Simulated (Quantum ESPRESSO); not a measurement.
# ZrC in Quantum ESPRESSO: the effect of functional

ZrC:

```xyz
2
Lattice="0.0000 2.3650 2.3650 2.3650 0.0000 2.3650 2.3650 2.3650 0.0000" Properties=species:S:1:pos:R:3 pbc="T T T"
Zr    2.3650    2.3650    2.3650
C     0.0000    0.0000    0.0000
```

Alike in all runs:

```yaml
Program: Quantum ESPRESSO 7.5
Task: phonons
Cutoff: 612 eV
Density_cutoff: 4898 eV
k_mesh: 10 × 10 × 10
Occupations: cold, width 0.2 eV
Spin: no spin polarisation
```

Each run relaxes the cell or the atoms first.

Question: One run gave: relaxed volume 12.50 Å³/atom; highest phonon frequency 459 cm⁻¹. Which functional did it use?
A. PBEsol
B. LDA
C. PBE
D. AM05
E. BLYP

Answer: B.

```csv
functional,potentials or basis,relaxed volume (Å³/atom),highest phonon frequency (cm⁻¹)
LDA,GBRV 1.5 LDA,12.50,459
PBE,GBRV 1.5 PBE,13.04,420
PBEsol,GBRV 1.5 PBEsol,12.72,450
AM05,GBRV 1.5 PBE,12.71,454
WC,GBRV 1.5 PBE,12.79,445
BLYP,GBRV 1.5 PBE,13.50,369
vdW-DF-cx,GBRV 1.5 PBE,12.81,446
```

Caveats: the potentials were made for another functional, which shifts forces and pressure (some runs).
